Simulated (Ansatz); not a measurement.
# Calculated ¹¹⁹Sn Mössbauer parameters for Cs₂SnI₆

Cell: a structure deposited in the COD, its atoms then relaxed with PBE in this cell.

```cif
data_Cs2SnI6
_symmetry_space_group_name_H-M 'Fm-3m'
_symmetry_Int_Tables_number 225
_cell_length_a 11.6300
_cell_length_b 11.6300
_cell_length_c 11.6300
_cell_angle_alpha 90.000
_cell_angle_beta 90.000
_cell_angle_gamma 90.000
loop_
_atom_site_label
_atom_site_type_symbol
_atom_site_symmetry_multiplicity
_atom_site_Wyckoff_symbol
_atom_site_fract_x
_atom_site_fract_y
_atom_site_fract_z
Cs Cs 8 c 0.2500 0.2500 0.2500
Sn Sn 4 a 0.0000 0.0000 0.0000
I I 24 e 0.2488 0.5000 0.5000
```

One atom of each set is listed; the run and its k-mesh use a cell of 9 atoms with edges of 8.22, 8.22, 8.22 Å.

Computed with Ansatz: DFT, PBE, plane waves and PAW, scalar-relativistic, 420 eV cutoff, Γ-centred 5×5×5 k-points, Fermi–Dirac smearing 0.02 eV.

Isomer shifts (against SnO₂) follow from the electron density at the nucleus, δ = α(ρ − ρ₀), with α = 0.099 mm s⁻¹ a₀³ and ρ₀ = 183191.44 a₀⁻³ from a line fitted to 8 measured compounds at this level of theory (rms miss 0.12 mm/s). ΔE_Q = ½eQV_zz(1 + η²/3)^½ with Q = -0.132 b for the 23.9 keV state.

Task: Where do the absorption lines lie?

Result: Sn (1 atom a cell): δ = 1.50, |ΔE_Q| = 0.00 mm/s, a single line at 1.50 mm/s.
